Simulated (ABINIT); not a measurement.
Wanted: the native input for an ABINIT 10.8.3 (patched build) run.

| Quantity | Value |
| --- | --- |
| Task | band structure |
| Functional | PBE |
| Potentials or basis | JTH PAW PBE v2.0 |
| Cutoff | 544 eV |
| k mesh | 8 × 8 × 8 |
| Occupations | fermi-dirac, width 0.05 eV |
| Spin | spin-orbit coupling, no magnetisation |
| Fine-grid cutoff | 1088.46 eV |
| Exchange and correlation inside the PAW spheres | full angular mesh (pawxcdev 0, this build's default; the released program takes 1) |

Crystal: GaP.

```
CELL_PARAMETERS angstrom
0.00000 2.72525 2.72525
2.72525 0.00000 2.72525
2.72525 2.72525 0.00000
ATOMIC_POSITIONS crystal
Ga 0.00000 0.00000 0.00000
P 0.75000 0.75000 0.75000
```

One way to write it, as run:

run.abi

```
# Datasets: ground state, then fixed potential
ndtset 2

# Pseudopotentials
pp_dirpath "./"
pseudos "Ga.GGA_PBE-JTH.xml, P.GGA_PBE-JTH.xml"

# Structure
acell 7.2831660764 7.2831660764 7.2831660764
rprim
     0.0000000000     0.7071067812     0.7071067812
     0.7071067812     0.0000000000     0.7071067812
     0.7071067812     0.7071067812     0.0000000000
ntypat 2
znucl 31 15
natom 2
typat 1 2
xred
     0.0000000000     0.0000000000     0.0000000000
     0.7500000000     0.7500000000     0.7500000000

# Plane-wave basis
ecut 20.0
pawecutdg 40.0

# Exchange and correlation
ixc 11

# Bands and occupations
occopt 3
tsmear 0.05 eV

# Spin
nspinor 2
nspden 1
pawspnorb 1

# SCF cycle
nstep 100

# Output
iomode 3
prtwf 0
prteig 0
prtebands 0
enunit 2
prtden1 1
prtvha1 1
prtvclmb1 1
prtpot1 1

# Dataset 1
kptopt1 4
ngkpt1 8 8 8
nshiftk1 1
shiftk1 0.0 0.0 0.0
nband1 26
tolvrs1 1.0e-9

# Dataset 2: bands along G-X-W-K-G-L-U-W-L-K
iscf2 -2
getden2 1
nband2 34
nbdbuf2 2
tolwfr2 1.0e-12
kptopt2 -9
ndivsm2 6
prteig2 1
kptbounds2
     0.0000000000     0.0000000000     0.0000000000
     0.5000000000     0.0000000000     0.5000000000
     0.5000000000     0.2500000000     0.7500000000
     0.3750000000     0.3750000000     0.7500000000
     0.0000000000     0.0000000000     0.0000000000
     0.5000000000     0.5000000000     0.5000000000
     0.6250000000     0.2500000000     0.6250000000
     0.5000000000     0.2500000000     0.7500000000
     0.5000000000     0.5000000000     0.5000000000
     0.3750000000     0.3750000000     0.7500000000
```

Potentials or basis: JTH PAW PBE v2.0.

Run with:

```bash
$ abinit run.abi > log 2>&1
```

It gave:

The pressure is 2.5 GPa, the band gap on the k mesh is 1.62 eV, indirect (least direct gap 1.80 eV) and the band gap along the path is 1.57 eV, indirect (least direct gap 1.80 eV). The valence electrons inside the program's atomic spheres are Ga 11.07; P 1.59.

Wall time 5.3 min on 1 thread of Arm Neoverse V1 (shared host), peak memory 0.22 GiB.
